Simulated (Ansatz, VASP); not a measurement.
Se: VASP beside Ansatz

File INCAR:

```
SYSTEM = Se
PREC = Accurate
ENCUT = 600
EDIFF = 1E-7
ISMEAR = 0
SIGMA = 0.05
LREAL = .FALSE.
LASPH = .TRUE.
NELM = 100
ALGO = Normal
ISIF = 3
LWAVE = .FALSE.
LCHARG = .FALSE.
GGA = PE
IBRION = 2
NSW = 50
EDIFFG = -0.01
```

KPOINTS

```
Automatic mesh
0
G
  12 12 8
  0 0 0
```

The input POSCAR:

```
Se
1.0
    4.5226608691      0.0000000000      0.0000000000
   -2.2613304346      3.9167392053      0.0000000000
    0.0000000000      0.0000000000      5.0446767557
Se
3
Direct
    0.2187478053      0.0000000000      0.8333333333
    0.0000000000      0.2187478053      0.1666666667
    0.7812521947      0.7812521947      0.5000000000
```

Input for Ansatz:

```yaml
crystal:
  lattice:
    - [4.5226608691, 0.0, 0.0]
    - [-2.2613304346, 3.9167392053, 0.0]
    - [0.0, 0.0, 5.0446767557]
  atoms:
    - { symbol: Se, position: [0.2187478053, 0.0, 0.8333333333] }
    - { symbol: Se, position: [0.0, 0.2187478053, 0.1666666667] }
    - { symbol: Se, position: [0.7812521947, 0.7812521947, 0.5] }
basis:
  ecutwfc: 420
  ecutrho_ratio: 4
kpoints:
  mp_grid: { grid: [12, 12, 8] }
hamiltonian:
  xc: pbe
scf:
  occupations: { method: gaussian, width: 0.05 }
output:
  forces: true
  stress: true
  eigenvalues: true
relax:
  f_tol: 0.01
  max_steps: 30
  cell: { stress_tol: 0.04 }
```

Alike in both runs: task relaxation of cell and atoms; functional PBE; k mesh 12 × 12 × 8; occupations gaussian, width 0.05 eV; no spin polarisation.

|  | VASP | Ansatz |
| --- | --- | --- |
| version | VASP 6.6.1 | Ansatz 0.2.0 |
| potentials or method | VASP PAW PBE potentials, release 64 (Se) | scalar-relativistic, plane waves, PAW |
| plane-wave cutoff (eV) | 600 | 420 |
| valence electrons in the cell | 18 | 48 |

|  | VASP | Ansatz | Ansatz less VASP |
| --- | --- | --- | --- |
| gap on the k mesh at the Fermi level, each at its own relaxed structure (eV) | 1.02 | 1.03 | +0.013 |
| relaxed volume (Å³/atom) | 29.83 | 29.79 | -0.041 |
| relaxed cell length with the largest relative difference (Å) | 5.048 | 5.045 | -0.0029 |

The two sets of potentials don't hold the same shells in valence.

A k mesh can miss the band edges. As with any semilocal functional, this PBE gap is likely too small.
